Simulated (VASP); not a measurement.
All values below come from PBE GGA, VASP's PBE PAW potentials (set 64) (plane waves; VASP 6.6.1).

The input files of a VASP run:

**INCAR**
```
# general
SYSTEM  = Sb2Te3
PREC    = Accurate
ENCUT   = 300
LREAL   = .FALSE.
LASPH   = .TRUE.

# electronic loop
EDIFF   = 1E-6
NELM    = 100
ALGO    = Normal
LMAXMIX = 4

# smearing
ISMEAR  = 0
SIGMA   = 0.2

# functional
GGA     = PE

# ions
ISIF    = 2

# output
LWAVE   = .FALSE.
LCHARG  = .FALSE.
```

POSCAR:
```
Sb2Te3
1.0
  2.1300100000   1.2297620000  10.4844300000
 -2.1300100000   1.2297620000  10.4844300000
  0.0000000000  -2.4595240000  10.4844300000
Sb Te
2 3
Direct
  0.6042000000   0.6042000000   0.6042000000
  0.3958000000   0.3958000000   0.3958000000
  0.7825430000   0.7825430000   0.7825430000
  0.2174570000   0.2174570000   0.2174570000
  0.0000000000   0.0000000000   0.0000000000
```

**KPOINTS**
```
Automatic mesh
0
Gamma
4 4 4
0 0 0
```

POTCAR, in this order: Sb Te (PBE.64 set). Program: vasp_std.

The run wrote:

**OSZICAR**
```
       N       E                     dE             d eps       ncg     rms          rms(c)
DAV:   1     0.948457892764E+02    0.94846E+02   -0.72352E+03   468   0.779E+02
DAV:   2    -0.117401792599E+02   -0.10659E+03   -0.10439E+03   624   0.152E+02
DAV:   3    -0.183049151793E+02   -0.65647E+01   -0.64932E+01   542   0.415E+01
DAV:   4    -0.184685456669E+02   -0.16363E+00   -0.16299E+00   744   0.717E+00
DAV:   5    -0.184697929685E+02   -0.12473E-02   -0.12468E-02   596   0.532E-01    0.874E+00
DAV:   6    -0.183404856483E+02    0.12931E+00   -0.43107E-01   532   0.271E+00    0.610E+00
DAV:   7    -0.183479569579E+02   -0.74713E-02   -0.21513E-01   600   0.233E+00    0.926E-01
DAV:   8    -0.183430772232E+02    0.48797E-02   -0.35123E-02   628   0.110E+00    0.596E-01
DAV:   9    -0.183427739889E+02    0.30323E-03   -0.52778E-03   612   0.327E-01    0.381E-01
DAV:  10    -0.183430184660E+02   -0.24448E-03   -0.72522E-04   520   0.151E-01    0.113E-01
DAV:  11    -0.183430301463E+02   -0.11680E-04   -0.26265E-04   672   0.921E-02    0.317E-02
DAV:  12    -0.183430367531E+02   -0.66069E-05   -0.53992E-05   604   0.388E-02    0.273E-02
DAV:  13    -0.183430390049E+02   -0.22518E-05   -0.41596E-06   546   0.122E-02    0.108E-02
DAV:  14    -0.183430388494E+02    0.15549E-06   -0.22888E-06   408   0.882E-03
   1 F= -.18343039E+02 E0= -.18341013E+02  d E =-.405096E-02
```

OUTCAR:
```
------------------------ aborting loop because EDIFF is reached ----------------------------------------
  FORCE on cell =-STRESS in cart. coord.  units (eV):
  Direction    XX          YY          ZZ          XY          YZ          ZX
  --------------------------------------------------------------------------------------
  Total        2.3383192      2.3383198      1.9949065      0.0000000      0.0000000      0.0000000
  in kB       22.7360800     22.7360856     19.3969902      0.0000000      0.0000000      0.0000000
  external PRESSURE =      21.6230519 kB  Pullay stress =       0.0000000 kB
  volume of cell :      164.78
      direct lattice vectors                 reciprocal lattice vectors
     2.130010000  1.229762000 10.484430000     0.234740682  0.135527579  0.031793176
    -2.130010000  1.229762000 10.484430000    -0.234740682  0.135527579  0.031793176
     0.000000000 -2.459524000 10.484430000     0.000000000 -0.271055158  0.031793176
 POSITION                                       TOTAL-FORCE (eV/Angst)
 -----------------------------------------------------------------------------------
      0.00000      0.00000     19.00408         0.000000      0.000000      0.086061
      0.00000      0.00000     12.44921         0.000000     -0.000000     -0.086061
      0.00000      0.00000     24.61355         0.000000     -0.000000      0.269462
      0.00000      0.00000      6.83974         0.000000      0.000000     -0.269462
      0.00000      0.00000      0.00000         0.000000     -0.000000      0.000000
 -----------------------------------------------------------------------------------
    total drift:                               -0.000000     -0.000000      0.000000
  FREE ENERGIE OF THE ION-ELECTRON SYSTEM (eV)
  ---------------------------------------------------
  free  energy   TOTEN  =       -18.3430388494 eV

  energy  without entropy=      -18.3389878862  energy(sigma->0) =      -18.34101337
```
(Selected blocks of OUTCAR.)

**OUTCAR**
```
 val. band max:        6.1575459383   @ k =   0.0000   0.0000   0.0000

 cond. band min:       6.4383314454   @ k =   0.0000   0.0000   0.0000


 Fermi energy:         6.3215443694

 k-point     1 :       0.0000    0.0000    0.0000
  band No.  band energies     occupation
      1      -7.0070      2.00000
      2      -6.3032      2.00000
      3      -5.3529      2.00000
      4      -2.1610      2.00000
      5      -0.9950      2.00000
      6       4.0778      2.00000
      7       4.1572      2.00000
      8       4.2162      2.00000
      9       4.2162      2.00000
     10       4.3797      2.00000
     11       4.3797      2.00000
     12       5.0822      2.00000
     13       5.0822      2.00000
     14       6.1575      1.75381
     15       6.4383      0.40891
     16       6.7838      0.00108
     17       6.7838      0.00108
     18       8.0467      0.00000

 k-point     2 :       0.2500    0.0000   -0.0000
  band No.  band energies     occupation
      1      -6.4376      2.00000
      2      -5.8155      2.00000
      3      -5.0189      2.00000
      4      -2.4620      2.00000
      5      -1.6752      2.00000
      6       1.8253      2.00000
      7       2.4331      2.00000
      8       2.7944      2.00000
      9       3.1615      2.00000
     10       3.7178      2.00000
     11       4.3133      2.00000
     12       4.8832      2.00000
     13       5.0691      2.00000
     14       5.7769      1.99988
     15       6.9604      0.00001
     16       7.5149      0.00000
     17       7.7264      0.00000
     18       8.6852      0.00000

 k-point     3 :       0.5000    0.0000   -0.0000
  band No.  band energies     occupation
      1      -5.0999      2.00000
      2      -5.0650      2.00000
      3      -5.0489      2.00000
      4      -3.3393      2.00000
      5      -2.7854      2.00000
      6       0.5922      2.00000
      7       2.3683      2.00000
      8       2.4217      2.00000
      9       2.6237      2.00000
...
```

Unless said otherwise, spin-orbit coupling is left out, though it shifts the bands of the heavy elements here.

The structure comes from a computed database's Sb2Te3 entry; how it stands against other phases isn't given here. The cell was not relaxed at this level, and its volume differs by -5.9 % from the start's. The k-mesh is coarse (spacing up to 0.43 per Å, 2π included), so the numbers may not be converged in it.
